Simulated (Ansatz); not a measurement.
**Structural energy differences of cobalt**

All numbers below come from DFT, r2SCAN, plane waves (500 eV) with PAW, scalar-relativistic in Ansatz. (PAW data from PBE, frozen cores regenerated.)

Each structure is relaxed within its own symmetry, so a high-lying one may be dynamically unstable.

```
        structure  ΔE (meV/atom)  V (Å³/atom)                                    cell                       magnetic state
              bcc            -37        10.96                             a = 2.798 Å  ferromagnetic, net 1.93 μB per atom
              fcc            -29        10.85                             a = 3.515 Å  ferromagnetic, net 1.85 μB per atom
             dhcp            -12        10.69  a = 2.472 Å, c = 8.082 Å (c/a = 3.270)  ferromagnetic, net 1.79 μB per atom
              hcp              0        10.65  a = 2.472 Å, c = 4.027 Å (c/a = 1.629)  ferromagnetic, net 1.75 μB per atom
              A15             58        10.93                             a = 4.438 Å  ferromagnetic, net 1.87 μB per atom
omega (AlB2-type)             67        10.79  a = 3.939 Å, c = 2.410 Å (c/a = 0.612)  ferromagnetic, net 1.77 μB per atom
     simple cubic            744        12.60                             a = 2.327 Å  ferromagnetic, net 2.03 μB per atom
     beta-Sn type           1052        10.90  a = 4.240 Å, c = 2.426 Å (c/a = 0.572)                    spin not included
          diamond           1346        15.95                             a = 5.035 Å  ferromagnetic, net 1.84 μB per atom
```

ΔE counts from hcp.

r²SCAN puts bcc 37 meV/atom below hcp, the structure of the real element at low temperature or room conditions.

Differences under about 8 meV lie within the error of the k-point mesh.
